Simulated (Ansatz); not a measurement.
# Ta: the cost of one run

Computed with Ansatz 0.2.0 (DFT PBE, scalar-relativistic, plane waves, PAW, unless a step's input says otherwise).

4 further runs of the same task are left out: 1 that didn't finish, 3 set aside as unsound or not needed.

**1. The system as given**

The structure is cubic, space group Fm-3m (No. 225). The conventional cell has a = 4.223 Å, b = 4.223 Å, c = 4.223 Å, α = 90.00°, β = 90.00°, γ = 90.00°. Ta (site symmetry m-3m) is surrounded by 12 Ta at 2.99 Å.

Structure file:

```cif
data_structure
_symmetry_space_group_name_H-M 'Fm-3m'
_symmetry_Int_Tables_number 225
_cell_length_a 4.2230
_cell_length_b 4.2230
_cell_length_c 4.2230
_cell_angle_alpha 90.000
_cell_angle_beta 90.000
_cell_angle_gamma 90.000
_cell_volume 75.31
loop_
_atom_site_label
_atom_site_type_symbol
_atom_site_symmetry_multiplicity
_atom_site_Wyckoff_symbol
_atom_site_fract_x
_atom_site_fract_y
_atom_site_fract_z
_atom_site_occupancy
Ta1 Ta 4 a 0.00000 0.00000 0.00000 1
```

It is built from the cell relaxed beforehand with the same method (18.83 Å³/atom).

**2. The reference: the undisturbed cell on the scan's mesh**

Contents of input.yaml:

```yaml
crystal:
  lattice:
    - [-4.223019268, 4.223019268, 0.0]
    - [-4.223019268, 0.0, 4.223019268]
    - [0.0, 4.223019268, 4.223019268]
  atoms:
    - { symbol: Ta, position: [0.0, 0.0, 0.0] }
    - { symbol: Ta, position: [0.5, 0.0, 0.0] }
    - { symbol: Ta, position: [0.0, 0.5, 0.0] }
    - { symbol: Ta, position: [0.0, 0.0, 0.5] }
    - { symbol: Ta, position: [0.5, 0.5, 0.0] }
    - { symbol: Ta, position: [0.5, 0.0, 0.5] }
    - { symbol: Ta, position: [0.0, 0.5, 0.5] }
    - { symbol: Ta, position: [0.5, 0.5, 0.5] }
basis:
  ecutwfc: 420
kpoints:
  mp_grid: { grid: [12, 12, 12] }
hamiltonian:
  xc: pbe
scf:
  occupations: { method: gaussian, width: 0.15 }
output:
  forces: true
  stress: true
  eigenvalues: true
  write_density: true
  write_potential: true
  elf: true
  volumetric_format: npy
```

Started as:

```bash
ansatz run input.yaml --threads 1 --pin off --max-ram 2560MiB --backend cpu --events-out ev --progress --plain --runs-dir out
```

What time and memory should one allow on 1 thread of Intel Xeon Platinum 8488C (Sapphire Rapids), shared host?

About 31 s, with a peak of 0.75 GiB.
